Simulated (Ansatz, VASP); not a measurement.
# Two plane-wave programs on GaN

```
Ga N
1.0
     3.02100    0.00000    0.00000
    -1.51050    2.61626    0.00000
     0.00000    0.00000    5.42430
Ga N
2 2
Direct
  0.33333 0.66667 0.00000
  0.66667 0.33333 0.50000
  0.33333 0.66667 0.37500
  0.66667 0.33333 0.87500
```

Change from the starting cell: strain -0.050 along x and y, +0.050 along z, atoms carried along.

Alike in both runs: task single point; functional PBE; k mesh 12 × 12 × 6; occupations gaussian, width 0.05 eV; no spin polarisation.

|  | VASP | Ansatz |
| --- | --- | --- |
| version | VASP 6.6.1 | Ansatz 0.2.0 |
| potentials or method | VASP PAW PBE potentials, release 64 (Ga_d, N) | scalar-relativistic, plane waves, PAW |
| plane-wave cutoff (eV) | 520 | 420 |
| valence electrons in the cell | 36 | 36 |

Ansatz gave:

```
gap on the k mesh at the Fermi level (eV)       : 1.75
least direct gap on the mesh (eV)               : 1.75
pressure (GPa)                                  : 22.2
largest component of the traceless stress (GPa) : 27.37
rms of the force components (eV/Å)              : 0.553
```

Problem. Estimate VASP's values.

Solution. gap on the k mesh at the Fermi level (eV): 1.76; least direct gap on the mesh (eV): 1.76; pressure (GPa): 22.1; largest component of the traceless stress (GPa): 27.31; rms of the force components (eV/Å): 0.539.

Atom by atom the forces differ by 0.013 eV/Å (rms over components). The functional is the same, so the differences come from potentials, cutoffs and numerics.

Caveats: so large a pressure means that the cell lies far from this level's equilibrium, or that cutoff or potentials fall short (VASP).
